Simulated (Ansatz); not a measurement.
# Cr: which structure wins at one pressure

Aim: bring Cr in several structures (bcc, hcp, beta tin, simple hexagonal, sc) to one pressure and rank them by enthalpy. The pressure is set by scaling the first phase. The runs shown use PAW.

Program: Ansatz 0.2.0. Level of theory: DFT, PBE, PAW with Ansatz's default frozen-core files, scalar-relativistic. These are calculated values, not measurements.

### Step 1. The starting structure

The structure is cubic, space group Im-3m (No. 229). Conventional cell: a = 2.865 Å, b = 2.865 Å, c = 2.865 Å, α = 90.00°, β = 90.00°, γ = 90.00°. Cr (site symmetry m-3m) has 8 Cr at 2.48 Å as nearest neighbours.

Structure file:

```cif
data_structure
_symmetry_space_group_name_H-M 'Im-3m'
_symmetry_Int_Tables_number 229
_cell_length_a 2.8653
_cell_length_b 2.8653
_cell_length_c 2.8653
_cell_angle_alpha 90.000
_cell_angle_beta 90.000
_cell_angle_gamma 90.000
_cell_volume 23.52
loop_
_atom_site_label
_atom_site_type_symbol
_atom_site_symmetry_multiplicity
_atom_site_Wyckoff_symbol
_atom_site_fract_x
_atom_site_fract_y
_atom_site_fract_z
_atom_site_occupancy
Cr1 Cr 2 a 0.00000 0.00000 0.00000 1
```

The file gives the conventional cell by its symmetry; the runs use the cell typed in the input.

### Step 2. Cell relaxed at zero pressure, PAW

The input, input.yaml:

```yaml
crystal:
  lattice:
    - [-1.4326509582, 1.4326509582, 1.4326509582]
    - [1.4326509582, -1.4326509582, 1.4326509582]
    - [1.4326509582, 1.4326509582, -1.4326509582]
  atoms:
    - { symbol: Cr, position: [0.0, 0.0, 0.0], spin: 2.0 }
magnetization:
  spin_polarized: true
kpoints:
  mp_grid: { grid: [19, 19, 19] }
scf:
  occupations: { method: fermi_dirac, width: 0.08 }
hamiltonian:
  xc: pbe
  pseudopotentials: { kind: paw }
output:
  forces: true
  stress: true
relax:
  f_tol: 0.005
  max_steps: 40
  cell: {}
```

Launch:

```
$ ansatz run input.yaml --threads 2 --pin off --max-ram 7168MiB --backend cpu --events-out ev --progress --plain --runs-dir out
```

Further steps of the session: Volume scaled by 0.997, to set the pressure, PAW; Bcc relaxed under pressure, PAW; Hcp relaxed under pressure, PAW; Beta tin relaxed under pressure, PAW; Simple hexagonal relaxed under pressure, PAW; Sc relaxed under pressure, PAW.

What does the calculation give? Wanted: pressure; lowest.

The runs gave:

```
    quantity                          value
    pressure                        0.8 GPa
lowest (PAW)  bcc, 398.8 meV/atom under hcp
```

In words: By PAW the order is bcc < hcp < beta tin < simple hexagonal < sc. Only these structures were tried, with electrons smeared by 0.08 eV and without vibrations, so the true ground state may be another. The k meshes differ between phases and weren't tested, which can move differences by some meV.
